## Gallium phosphide under compression: where do the two gaps go?

The band gap of gallium phosphide passes through a maximum as the crystal is stretched, while its least direct gap only falls. The question for this page is how both gaps continue in three cells squeezed more tightly than any whose result is shown. The band gap is the smallest energy step from a filled to an empty state anywhere in the crystal. The least direct gap is the smallest step in which the electron keeps its wave vector, as it practically does when it absorbs or emits light on its own.

Gallium phosphide (space group F-43m), computed with Ansatz 0.2.0 using HSE06, PAW, a 420 eV plane-wave cutoff and a 6×6×6 k mesh, without spin polarisation or spin–orbit coupling. The cells are the r2SCAN structure strained equally in all directions. Each gap is the smallest found on the k mesh and at any additional k points calculated.

| volume (Å³/atom) | shortest distance (Å) | band gap (eV) | least direct gap (eV) |
| --- | --- | --- | --- |
| 17.422 | 2.245 | ? | ? |
| 17.910 | 2.266 | ? | ? |
| 18.476 | 2.289 | ? | ? |
| 19.053 | 2.313 | 2.144 | 3.350 |
| 19.642 | 2.337 | 2.205 | 3.073 |
| 19.918 | 2.348 | 2.231 | 2.946 |
| 20.857 | 2.384 | 2.349 | 2.530 |
| 21.483 | 2.407 | 2.265 | 2.265 |
| 22.121 | 2.431 | 2.006 | 2.006 |
| 22.706 | 2.452 | 1.777 | 1.777 |
| 22.771 | 2.455 | 1.752 | 1.752 |
| 23.866 | 2.493 | 1.347 | 1.347 |

### Reading the known rows

The maximum marks a change of the lowest empty state, in a crystal whose structure stays the same. In the two smallest cells with shown results, the calculation places this state near X, a point on the boundary of the range of wave vectors. At 22.706 Å³/atom it lies at Γ, the point of zero wave vector, where the highest filled state also sits. From 21.483 Å³/atom upward the two gaps are equal, so the band gap is direct there.

This matters for a light emitter, because an indirect gap needs a lattice vibration or a defect to supply the change of wave vector. The calculated pressure, for which the program warns of loose convergence thresholds, passes through zero between 19.918 and 20.857 Å³/atom, where the gap is still indirect. The first direct row is under a tension of about 4 GPa. Stretching the crystal equally in all directions thus leads towards a direct gap, and squeezing leads away from it.

### Why the two empty states respond differently

A hydrogen molecule gives the first half of the explanation. When its atoms approach, their orbitals overlap more and the antibonding level rises steeply above the bonding one. In the usual orbital picture of gallium phosphide, the empty state at Γ is an antibonding combination of s orbitals, and the top filled state is a bonding combination of p orbitals. Shorter bonds therefore drive these two apart, and the direct gap widens.

The analogy ends at X, because a molecule has no counterpart to a wave whose phase changes from cell to cell. At X, that phase change cancels the coupling between s orbitals on neighbouring atoms and lets s orbitals on one kind of atom mix with p orbitals on the other. The s-antibonding push that lifts the state at Γ is therefore missing. Theory then leads us to expect a weaker response to bond length. The table supplies its sign: relative to the top filled state, the level near X sinks slightly on compression.

Gallium arsenide, the neighbouring compound with longer bonds, shows the same two states in the other order. Its unstrained gap is direct, so pressure first widens it. Only when the Γ state has risen past the states near X does further pressure narrow the gap. Squeezed gallium phosphide begins on the far side of that exchange.

### A simple model

Let x be the natural logarithm of the volume divided by 19.053 Å³/atom. Each gap is written as a constant, plus a slope times x, plus a curvature times x². The slope is a deformation potential: it tells how far one level moves against another for a given relative change of volume. For the direct gap the three constants come from all nine known rows, and the slope at x = 0 is about −9.2 eV. Compression by 1 % thus raises this gap by roughly 0.09 eV.

The indirect gap needs more care. At 20.857 Å³/atom the printed gap is the value on the regular grid of wave vectors, while the other three known indirect rows also include a slightly lower point beside X. The printed gap of this one cell is therefore probably a few hundredths of an eV too high. To compare like with like, I fitted the grid values of these four rows, which gives a slope of about +2.3 eV.

The lower point beside X must then be allowed for. It lies 0.014 eV below the grid value at 19.053 Å³/atom, and this distance shrinks on compression. In the squeezed cells it should lie between that value and zero, so I subtract half of it, 0.007 eV.

For the smallest cell, which was not part of the fit, the steps are:

- x = ln(17.422 / 19.053) = −0.0895
- grid value = 2.158 − 2.305 × 0.0895 − 2.051 × 0.0895² = 1.935 eV
- band gap = 1.935 − 0.007 = 1.928 eV

### Predictions

The band gap should stay indirect and keep falling, while the least direct gap keeps rising, so that the two move further apart.

| Volume (Å³/atom) | Band gap (eV) | Least direct gap (eV) |
|---|---|---|
| 18.476 | 2.08 ± 0.02 | 3.64 ± 0.02 |
| 17.910 | 2.00 ± 0.03 | 3.93 ± 0.04 |
| 17.422 | 1.93 ± 0.04 | 4.19 ± 0.08 |

The ranges are judgements, not statistical intervals. For the band gap they are guided by the difference from a straight continuation of the printed gaps, which lies about 0.04 eV higher in the smallest cell. The direct gap gets a wider range there because another wave vector might take over from Γ. In that case the value would fall below the prediction.

### The computed values

The withheld rows as computed:

| volume (Å³/atom) | shortest distance (Å) | band gap (eV) | least direct gap (eV) |
| --- | --- | --- | --- |
| 17.422 | 2.245 | 1.929 | 4.168 |
| 17.910 | 2.266 | 2.002 | 3.916 |
| 18.476 | 2.289 | 2.075 | 3.632 |

All six values lie within their ranges. Before rounding, the band gap is predicted to within 0.003 eV in each cell, much closer than I had allowed for. The curvature earns its place here: without the term in x², the prediction for the smallest cell would have been about 0.016 eV higher, and so further from the computed value. Measured from the top filled state, the level near X sinks faster the more the crystal is squeezed.

The allowance for the point beside X also helped. Without it, all three predictions would have been too high, by 0.005 to 0.010 eV. The calculation shows why: at 17.910 and 18.476 Å³/atom it finds the lowest empty state still slightly to the side of X.

The direct gap shows a small but systematic miss. Its predictions are too high in all three cells, and the error grows to 0.019 eV in the smallest. The model lets the slope steepen at a steady rate, as it does on average over the nine fitted rows. In the calculation the slope levels off near −9.1 eV at the compressed end, so a straight continuation of the four smallest known cells would have come closer.

There remains the risk named above, that another wave vector takes over. At 17.910 and 18.476 Å³/atom the calculation places the least direct gap at Γ. For the smallest cell the steady slope suggests the same, because a takeover should have slowed the rise visibly. In the smallest cell this gap exceeds the band gap by 2.239 eV, compared with 1.206 eV at 19.053 Å³/atom.

The output below gives both fits and the straight continuations.

The analysis program printed:

```
fit of level on 4 rows (vol < 21): constant 2.158 +/- 0.00012, coefficient of x 2.305 +/- 0.0059, coefficient of x**2 -2.051 +/- 0.06; rms 5.83e-05, worst 19.642 -8.57e-05, leave-one-out rms 0.000875
  rows outside the fit (model, value, miss): 17.422 1.935, 1.929, 0.00587; 17.91 2.007, 2.002, 0.00513; 18.476 2.085, 2.075, 0.00977; 21.483 2.405, 2.265, 0.14; 22.121 2.456, 2.006, 0.45; 22.706 2.499, 1.777, 0.722; 22.771 2.503, 1.752, 0.751; 23.866 2.573, 1.347, 1.23
fit of least_direct_gap on 9 rows: constant 3.351 +/- 0.00082, coefficient of x -9.211 +/- 0.018, coefficient of x**2 1.366 +/- 0.077; rms 0.000841, worst 19.053 0.00133, leave-one-out rms 0.00202
  rows outside the fit (model, value, miss): 17.422 4.187, 4.168, 0.0186; 17.91 3.926, 3.916, 0.0104; 18.476 3.636, 3.632, 0.00388
off-mesh lowering of gap at 19.053, 19.642, 19.918 (eV): 0.01359, 0.02098, 0.02484
band gap forecast at 17.422, 17.910, 18.476 (eV): 1.928, 2, 2.078
band gap forecast half-widths, same order (eV): 0.04, 0.03, 0.02
band gap computed, same order (eV): 1.929, 2.002, 2.075
band gap forecast less computed, same order (eV): -0.000929, -0.001664, 0.002976
band gap by constant slope, same order (eV): 1.969, 2.023, 2.084
direct gap forecast, same order (eV): 4.187, 3.926, 3.636
direct gap forecast half-widths, same order (eV): 0.08, 0.04, 0.02
direct gap computed, same order (eV): 4.168, 3.916, 3.632
direct gap forecast less computed, same order (eV): 0.01857, 0.0104, 0.003876
direct gap by constant slope, same order (eV): 4.161, 3.911, 3.629
constant slopes of band gap and direct gap per unit log volume (eV): 1.959, -9.064
direct gap slopes between neighbouring rows, from 17.422 upward (eV): -9.122, -9.128, -9.17, -9.098, -9.102, -9.031, -8.961, -8.85, -8.773, -8.746, -8.623
direct gap less band gap, 17.422 to 20.857 (eV): 2.239, 1.914, 1.557, 1.206, 0.868, 0.715, 0.181
crossing of the two fitted curves, mesh values (Å³/atom): 21.21
```
